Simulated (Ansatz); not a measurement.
# SiC (Moissanite) (P6_3mc) in Ansatz: further runs

One crystal, SiC (Moissanite), is run at these levels: HSE06 form with a typed share of exact exchange; tasks: single point.

Everything below comes from runs of Ansatz 0.2.0. Logs are shortened: lines on timing, memory, paths and dates and some standing lists are left out, and cuts for length are marked.

**1. Starting point**

It takes space group P6_3mc (No. 186, hexagonal). The conventional cell has a = 3.076 Å, b = 3.076 Å, c = 5.048 Å, α = 90.00°, β = 90.00°, γ = 120.00°. Si (site symmetry 3m) is surrounded by 4 C at 1.87 to 1.94 Å. C (site symmetry 3m) has 4 Si at 1.87 to 1.94 Å as nearest neighbours.

**2. Single point, HSE06 form with a typed share of exact exchange**

input.yaml reads:

```yaml
crystal:
  lattice:
    - [3.076, 0.0, 0.0]
    - [-1.538, 2.663894142, 0.0]
    - [0.0, 0.0, 5.048]
  atoms:
    - { symbol: Si, position: [0.6666666667, 0.3333333333, 0.5] }
    - { symbol: Si, position: [0.3333333333, 0.6666666667, 0.0] }
    - { symbol: C, position: [0.6666666667, 0.3333333333, 0.885] }
    - { symbol: C, position: [0.3333333333, 0.6666666667, 0.385] }
hamiltonian:
  xc: { exchange: pbe, correlation: pbe, exx: { coeff: 0.25, omega: 0.3 } }
  pseudopotentials: { kind: paw }
kpoints:
  mp_grid: { grid: [5, 5, 3] }
scf:
  occupations: { method: fermi_dirac, width: 0.05 }
output:
  forces: true
  stress: true
  eigenvalues: true
  write_density: true
  write_potential: true
  elf: true
  volumetric_format: npy
```

Potentials or basis: Ansatz PAW.

Command:

```
$ ansatz run input.yaml --threads 2 --pin off --max-ram 5632MiB --backend cpu --events-out ev --progress --plain --runs-dir out
```

Standard output:

```text
Warning: output.stress: scf.convergence.dr2_threshold = 1e-7 eV (the SCF's general default) is looser than the 4e-10 eV advised for a printed stress (1e-10 eV for each atom of the cell: 4). What an SCF threshold leaves in a stress goes as its square root, and in the free energy as the threshold itself, and one threshold admits the most on a small cell: of the crystals measured, under no hybrid functional and no lock of the moments, on runs that ended without the residual-converged pass, on stresses that held no estimate of that error, the worst erred by over 100 MPa in a component at 1e-7 eV an atom and by under 5 at 1e-10. Set scf.convergence.dr2_threshold to 4e-10 eV or tighter. The threshold is an SCF's pass mark: one that does not reach it within its budget of iterations ends unconverged, or closes short of it on a stop that the run arms, and scf.convergence.dr2_threshold's page says what that costs each kind of run
Warning: output.stress: scf.exx.energy_threshold = 1e-6 eV is looser than the 4e-8 eV advised for a stress under a hybrid functional (1e-8 eV for each atom of the cell: 4). Every SCF of the exchange loop can meet its threshold on dr2 while the loop round them stops early: no threshold on dr2 bounds what that leaves in the stress. Set scf.exx.energy_threshold to 4e-8 eV or tighter. The threshold is the loop's pass mark: a loop that does not reach it within its budget of cycles ends unconverged, and scf.exx.energy_threshold's page has the law
Warning: RAYON_NUM_THREADS=2 ignored (pool sized by the plan → 2); use --threads N
Engine: ansatz 0.2.0, x86_64-unknown-linux-gnu
Pseudopotentials: kind: paw
Pseudopotential: Si, paw, valence charge 4, recommended cutoff 420 eV (normal), Si.paw.azcp
Pseudopotential: C, paw, valence charge 4, recommended cutoff 420 eV (normal), C.paw.azcp
Functional definition: unnamed
  parameter a_1 = 0.25
  parameter omega_1 = 0.3/angstrom
  exchange = pbe_x + (-a_1)*pbe_x_sr(omega_1) + a_1*exact_x_sr(omega_1)
  correlation = pbe_c
Crystal: 4 atoms, lattice volume = 41.364 Å³
Basis set: ecut = 420 eV, 785 PW (Γ), exchange–correlation on 48×48×72 points (8 copies of the dense FFT grid, shifted against one another)
Bands: 12, of which v1, the nominal top of the filled ones, is band 8 counted from 1 (7 counted from 0)
Symmetry: 12 space group operations
Space group: P63mc (ITA 186), of the structure as read, at distance tolerance 3.5e-5 Å
k-points: 10 of 75 (time reversal used)
Non-local potential: Si, projectors of the file, l = 0: 2, l = 1: 2, l = 2: 2
Non-local potential: C, projectors of the file, l = 0: 2, l = 1: 2, l = 2: 1
PAW form: soft (Blöchl's): semilocal exchange-correlation on the pseudo side does not see the compensation charge
PAW frozen core: Si, regenerated for the run's functional, and the local potential with it (the file was generated under x = pbe(κ = 0.804, μ = 0.2195149727645171), c = pbe(β = 0.06672455060314922))
PAW frozen core: C, regenerated for the run's functional, and the local potential with it (the file was generated under x = pbe(κ = 0.804, μ = 0.2195149727645171), c = pbe(β = 0.06672455060314922))
PAW one-centre angular grid: Si, 110 points (default); XC on 64 Gauss nodes
PAW one-centre angular grid: C, 110 points (default); XC on 64 Gauss nodes
Initial density: superposition of atomic densities (neutral atoms: chi_scale 0, normalization atom), corrected by the library's trained network
Initial wavefunctions: pseudopotential atomic-orbital guess
Functional: x = pbe(κ = 0.804, μ = 0.2195149727645171), c = pbe(β = 0.06672455060314922), warm-up for x = pbe(κ = 0.804, μ = 0.2195149727645171) + 0.25 (exact − pbe) at short range (hse, ω = 0.3 Å⁻¹), c = pbe(β = 0.06672455060314922)
SCF iter   1: F=—  HF=-1774.216783 eV  |F-HF|=—  |Δ(HF+E_count)|=         —  Δρ=1.61e-3  dr2=8.04e-4  ethr=1.77e-3  ⟨swp⟩=9.0  Hψ=651  notcnv=0
preconditioner: auto → none  [insulator: Δε(μ)=2.794 eV  Ē_g=11.919 eV  σ=0.050 eV  W_gap=1.00  n_scr=2 (ndim 8)  ℏωp=23.1 eV  f_vac=0.000  D(μ)=0.00/eV (n_scr^D=0)]
iter 2 solved again at ethr=4.41e-7 eV; its pass at ethr=5.03e-6 eV (dr2=7.06e-5 eV) is discarded
SCF iter   2: F=-1774.217112 eV  HF=-1774.217027 eV  |F-HF|=8.51e-5  |Δ(HF+E_count)|=   2.44e-4  Δρ=6.51e-4  dr2=7.19e-5  ethr=4.41e-7  ⟨swp⟩=2.0  Hψ=536  notcnv=0
SCF 1 stopped early in 2 iterations: F = -1774.217112 eV  dr2 = 7.19e-5
Initial density: handed on by an earlier stage of this run
Initial wavefunctions: those handed on with the density
Functional: x = pbe(κ = 0.804, μ = 0.2195149727645171) + 0.25 (exact − pbe) at short range (hse, ω = 0.3 Å⁻¹), c = pbe(β = 0.06672455060314922)
Exchange kernel: α = 0.2500, screened, ω = 0.3000 Å⁻¹, Wigner–Seitz truncation, v(0) = 502.3377 eV·Å³, q-mesh 5×5×3, nearest image of the exchange supercell L = 15.14 Å, pair-density grid 15×15×24, without the augmentation charges, whose exchange is taken in its separable form by FFT convolution over the k-point mesh (sized by the pseudopotential files, 18×18×36 at the most), smooth part of the exact exchange by density-matrix convolution
Frozen-core exchange: fock
SCF iter   1: F=—  HF=-1775.400403 eV  |F-HF|=—  |Δ(HF+E_count)|=         —  Δρ=5.39e-3  dr2=7.00e-3  ethr=4.49e-6  ⟨swp⟩=7.4  Hψ=631  notcnv=0
preconditioner: auto → none  [insulator: Δε(μ)=3.524 eV  Ē_g=13.418 eV  σ=0.050 eV  W_gap=1.00  n_scr=2 (ndim 8)  ℏωp=23.1 eV  f_vac=0.000  D(μ)=0.00/eV (n_scr^D=0)]
SCF iter   2: F=—  HF=-1775.397670 eV  |F-HF|=—  |Δ(HF+E_count)|=   2.73e-3  Δρ=2.49e-3  dr2=1.49e-3  ethr=4.49e-6  ⟨swp⟩=3.0  Hψ=280  notcnv=0
SCF iter   3: F=—  HF=-1775.400913 eV  |F-HF|=—  |Δ(HF+E_count)|=   3.24e-3  Δρ=6.04e-4  dr2=1.46e-4  ethr=4.49e-6  ⟨swp⟩=3.2  Hψ=278  notcnv=0
SCF iter   4: F=—  HF=-1775.400870 eV  |F-HF|=—  |Δ(HF+E_count)|=   4.25e-5  Δρ=1.64e-4  dr2=1.38e-5  ethr=8.46e-7  ⟨swp⟩=3.0  Hψ=277  notcnv=0
SCF iter   5: F=—  HF=-1775.400904 eV  |F-HF|=—  |Δ(HF+E_count)|=   3.37e-5  Δρ=8.68e-5  dr2=2.58e-6  ethr=6.63e-8  ⟨swp⟩=4.0  Hψ=336  notcnv=0
SCF iter   6: F=-1775.400903 eV  HF=-1775.400903 eV  |F-HF|=1.22e-7  |Δ(HF+E_count)|=   7.56e-7  Δρ=2.01e-5  dr2=2.74e-7  ethr=1.52e-8  ⟨swp⟩=2.0  Hψ=211  notcnv=0
SCF 2 stopped early in 6 iterations: F = -1775.400903 eV  dr2 = 2.74e-7
  Residual-converged pass: ⟨swp⟩=4.0  Hψ=316  notcnv=0  max |occ|·‖R‖ = 6.7e-6 eV (tolerance 6.7e-6 eV)  dr2=2.52e-7  dr2_onsite=2.05e-9  max |Δocc| = 6.5e-23
hybrid outer 1: dexx = +4.211e-3 eV, tail = 4.37e-6 eV
Exchange kernel: α = 0.2500, screened, ω = 0.3000 Å⁻¹, Wigner–Seitz truncation, v(0) = 502.3377 eV·Å³, q-mesh 5×5×3, nearest image of the exchange supercell L = 15.14 Å, pair-density grid 15×15×24, without the augmentation charges, whose exchange is taken in its separable form by FFT convolution over the k-point mesh (sized by the pseudopotential files, 18×18×36 at the most), smooth part of the exact exchange by density-matrix convolution
Frozen-core exchange: fock
SCF iter   1: F=—  HF=-1775.400867 eV  |F-HF|=—  |Δ(HF+E_count)|=         —  Δρ=1.45e-5  dr2=2.32e-8  ethr=1.37e-7  ⟨swp⟩=5.4  Hψ=353  notcnv=0
preconditioner: auto → none  [insulator: Δε(μ)=3.547 eV  Ē_g=13.425 eV  σ=0.050 eV  W_gap=1.00  n_scr=2 (ndim 8)  ℏωp=23.1 eV  f_vac=0.000  D(μ)=0.00/eV (n_scr^D=0)]
SCF iter   2: F=—  HF=-1775.400867 eV  |F-HF|=—  |Δ(HF+E_count)|=   4.73e-8  Δρ=7.61e-6  dr2=6.34e-9  ethr=1.29e-10  ⟨swp⟩=4.3  Hψ=332  notcnv=0  defer=3
SCF iter   3: F=—  HF=-1775.400867 eV  |F-HF|=—  |Δ(HF+E_count)|=   3.19e-9  Δρ=3.67e-6  dr2=1.76e-9  ethr=3.66e-11  ⟨swp⟩=2.9  Hψ=232  notcnv=0  defer=3
SCF iter   4: F=-1775.400867 eV  HF=-1775.400867 eV  |F-HF|=5.00e-12  |Δ(HF+E_count)|=   1.17e-9  Δρ=1.52e-7  dr2=5.69e-11  ethr=7.92e-12  ⟨swp⟩=2.0  Hψ=214  notcnv=0
SCF 3 converged in 4 iterations: F = -1775.400867 eV  dr2 = 5.69e-11
  Residual-converged pass: ⟨swp⟩=3.0  Hψ=269  notcnv=0  max |occ|·‖R‖ = 5.9e-7 eV (tolerance 6.3e-7 eV)  dr2=6.27e-11  dr2_onsite=3.78e-13  max |Δocc| = 1.4e-25
hybrid outer 2: dexx = +3.930e-8 eV, tail = 8.98e-10 eV, Δε = 5.99e-4 eV (about 9.38e-6 eV left of the loop's levels), ΔF = 5.85e-4 eV/Å (tail 1.15e-4)
hybrid SCF converged: 2 outer / 10 inner (+2 warm-up), last move |dexx| = 3.93e-8 eV, tail = 8.98e-10 eV
Stability not checked: this state was not tested for a lower state beside it, because the functional holds exact exchange (a hybrid, or Hartree-Fock), whose exchange loop this test does not read (fock_operator; see scf.lower_state_search)
Free energy (F): -1775.400867 eV
Frozen-core exchange: fock
Harris-Foulkes:  -1775.400867 eV  (|F-HF|=5.00e-12)
Internal energy: -1775.400867 eV  (E = F + TS)
E sigma→0 (E₀):  -1775.400867 eV
Fermi energy:    11.073346 eV
--- Per-component energies (eV) ---
  E_band       = 41.182654
  E_kinetic    = 271.912273
  E_local      = -209.124919  (includes V_loc(G=0)·N_el)
  E_nonlocal   = 101.184235
  E_hartree    = 65.500952
  E_xc         = -174.667144
  E_vxc        = -179.509018  (∫ρ·V_xc dr)
  E_exx        = -27.756504  (= α·E_x^exact, valence–valence)
  E_paw        = -1233.727779  (= ΣΔE_a)
  E_vpaw       = -18.768717  (= ΣTr[D̂ρ^β])
  E_aug_tail   = 0.000027  (compensation charges beyond the density's cutoff)
  E_ewald      = -568.570884
  E_core_change = -0.151125  (= ΣΔE_core)
  E_smearing   = -0.000000  (= −TS)
  E_closure    = 0.000001  (closes the sum)
  Σ components = -1775.400867   (vs F -1775.400867, Δ=0.00e0)
--- Forces (eV/Å), atoms counted from 1 ---
  atom   1  Si     0.00000000     0.00000000     0.75739512
  atom   2  Si     0.00000000    -0.00000000     0.75739512
  atom   3  C     -0.00000000     0.00000000    -0.75741186
  atom   4  C     -0.00000000    -0.00000000    -0.75741186
  max |Σ_I F_I| component: 3.35e-5 eV/Å
--- Stress (GPa, compression-positive) ---
        1.019713       0.000000       0.000000
        0.000000       1.019713       0.000000
        0.000000       0.000000      -4.027114
  P = ⅓ Tr σ = -0.6626 GPa (-6.626 kbar)
--- Band table (eV; the first three rows and the last of 10) ---
  k-point 0: bands = ["-7.9065", "-4.1409", "-0.1014", "7.6232", "7.6232", "9.0324", "9.0324", "9.3507", "14.8810", "16.3680", "16.8170", "16.8170"]
  k-point 1: bands = ["-7.3254", "-5.6907", "2.4270", "6.6596", "7.9350", "7.9350", "8.6353", "8.6353", "15.4015", "16.8123", "17.0705", "17.0705"]
  k-point 2: bands = ["-7.1604", "-3.5186", "0.5836", "4.6094", "6.6663", "6.7554", "8.5683", "8.7537", "14.5657", "16.7099", "17.2054", "17.9356"]
  k-point 9: bands = ["-3.4210", "-2.7400", "0.4140", "1.1342", "3.4697", "4.7934", "6.2525", "7.2414", "14.0065", "15.7726", "16.2818", "16.6576"]
```

Run time: 18 s. Hardware: 2 threads of Intel Xeon at 2.70GHz, shared host; peak memory 0.61 GiB.

Results:

```
Free energy            : -1775.4009 eV
Pressure               : -0.7 GPa
Largest force          : 0.757 eV/Å
Band gap on the k mesh : 3.55 eV, indirect (least direct gap 5.08 eV)
```

Forces on the atoms (eV/Å):
```
Si   0.000  0.000  0.757
Si   0.000  0.000  0.757
C    0.000  0.000 -0.757
C    0.000  0.000 -0.757
```

Levels at points of the mesh, in eV from the valence-band top:
| k point | band 6 | band 7 | band 8 | band 9 | band 10 | band 11 |
| --- | --- | --- | --- | --- | --- | --- |
| (0.00, 0.00, 0.00) | -0.32 | -0.32 | 0.00 | 5.53 | 7.02 | 7.47 |

Caveat: the k mesh is coarse (spacing up to 0.47 Å⁻¹), so the values aren't converged, least of all with exact exchange; odd divisions of the mesh miss points on the zone boundary, where band edges often lie, so the gap on the mesh can be too wide; the PAW data sets come from PBE, with cores solved anew for the run's functional, which leaves a small shift of forces and pressure; the thresholds are loose for stress.

[end of part 1 of 2]
